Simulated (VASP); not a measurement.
Here is a VASP 6.6.1 calculation.

The input INCAR:

```
  PREC = Accurate
  ENCUT = 520
  EDIFF = 1E-6
  ISMEAR = 0
  SIGMA = 0.01
  LREAL = F
  LASPH = T
  NELM = 80
  ALGO = Normal
  ISIF = 2
  LWAVE = F
  LCHARG = T
  GGA = PE
  LELF = T
  LVHAR = T
  NBANDS = 15
```

The input KPOINTS:

```
Automatic mesh
0
Gamma
  5 5 5
```

The input POSCAR:

```
KBr
1.0
    0.0000000000      3.3000000000      3.3000000000
    3.3000000000      0.0000000000      3.3000000000
    3.3000000000      3.3000000000      0.0000000000
K Br
1 1
Direct
    0.0000000000      0.0000000000      0.0000000000
    0.5000000000      0.5000000000      0.5000000000
```

Potentials or basis: VASP PAW PBE potentials, release 64 (K_sv, Br).

Command:

```bash
$ cat potpaw_PBE.64/K_sv/POTCAR potpaw_PBE.64/Br/POTCAR > POTCAR
$ mpirun -np 1 vasp_std > vasp.out
```

**Question.** What does it give for the pressure?

**Answer.** 0.8 GPa.

**Question.** Predict the band gap on the k mesh.

**Answer.** 4.43 eV, direct.

A hybrid or GW would open this gap; PBE tends to underestimate it.
